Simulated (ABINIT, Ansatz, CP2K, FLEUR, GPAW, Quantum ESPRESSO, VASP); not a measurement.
# CdS: programs and potentials compared

```
Cd S
1.0
     4.15000    0.00000    0.00000
    -2.07500    3.59401    0.00000
     0.00000    0.00000    6.73700
Cd S
2 2
Direct
  0.66667 0.33333 0.50000
  0.33333 0.66667 0.00000
  0.66667 0.33333 0.87500
  0.33333 0.66667 0.37500
```

Alike in all runs: task single point; functional PBE; k mesh 7 × 7 × 4; occupations fermi-dirac, width 0.05 eV; no spin polarisation; no spin-orbit coupling. Pressure is positive in compression and, in plane waves, holds the error of the finite cutoff, which Ansatz's Pulay term estimates and takes out.

```tsv
program and potentials	plane-wave cutoff (eV)	notes	pressure (GPa)	largest force (eV/Å)
FLEUR, all-electron, FLAPW	-	-	-	0.068
Ansatz, Ansatz PAW (earlier soft set)	420	13 valence electrons an atom on average; Pulay term of +0.03 GPa included	2.09	0.068
CP2K, POTENTIAL_UZH Cd GTH-PBE-q12, S GTH-PBE-q6; TZVP-MOLOPT-PBE-GTH basis	-	atomic basis; 9 valence electrons an atom on average	2.63	0.071
VASP, PBE PAW files Cd, S, 520 eV	520	9 valence electrons an atom on average	2.42	0.069
Quantum ESPRESSO, SSSP 1.3 efficiency PBE	816	9 valence electrons an atom on average	2.15	0.068
Ansatz, all-electron LAPW, scalar-relativistic	-	-	2.11	0.068
ABINIT, JTH PAW PBE v2.0	599	9 valence electrons an atom on average	2.11	0.068
GPAW, GPAW PAW data sets (gpaw-data 1.2.1)	600	9 valence electrons an atom on average	1.82	0.067
```

Force on atom 3 (S), eV/Å:

```json
{"program and potentials": "FLEUR, all-electron, FLAPW", "x": "0.000", "y": "0.000", "z": "0.068"}
{"program and potentials": "Ansatz, Ansatz PAW (earlier soft set)", "x": "0.000", "y": "0.000", "z": "0.068"}
{"program and potentials": "CP2K, POTENTIAL_UZH Cd GTH-PBE-q12, S GTH-PBE-q6; TZVP-MOLOPT-PBE-GTH basis", "x": "0.000", "y": "0.000", "z": "0.071"}
{"program and potentials": "VASP, PBE PAW files Cd, S, 520 eV", "x": "0.000", "y": "0.000", "z": "0.069"}
{"program and potentials": "Quantum ESPRESSO, SSSP 1.3 efficiency PBE", "x": "0.000", "y": "0.000", "z": "0.068"}
{"program and potentials": "Ansatz, all-electron LAPW, scalar-relativistic", "x": "0.000", "y": "0.000", "z": "0.068"}
{"program and potentials": "ABINIT, JTH PAW PBE v2.0", "x": "0.000", "y": "0.000", "z": "0.068"}
{"program and potentials": "GPAW, GPAW PAW data sets (gpaw-data 1.2.1)", "x": "0.000", "y": "0.000", "z": "0.067"}
```

The pressure spans 1.82 (GPAW, GPAW PAW data sets (gpaw-data 1.2.1)) to 2.63 GPa (CP2K, POTENTIAL_UZH Cd GTH-PBE-q12, S GTH-PBE-q6; TZVP-MOLOPT-PBE-GTH basis), with all-electron results at 2.11. Rows in atomic bases carry the error of their basis and grid, which can be large.

Differences between rows come from potentials, basis sets and numerical settings, since the functional is the same but for its coding. Runs on potential files found faulty are left out.
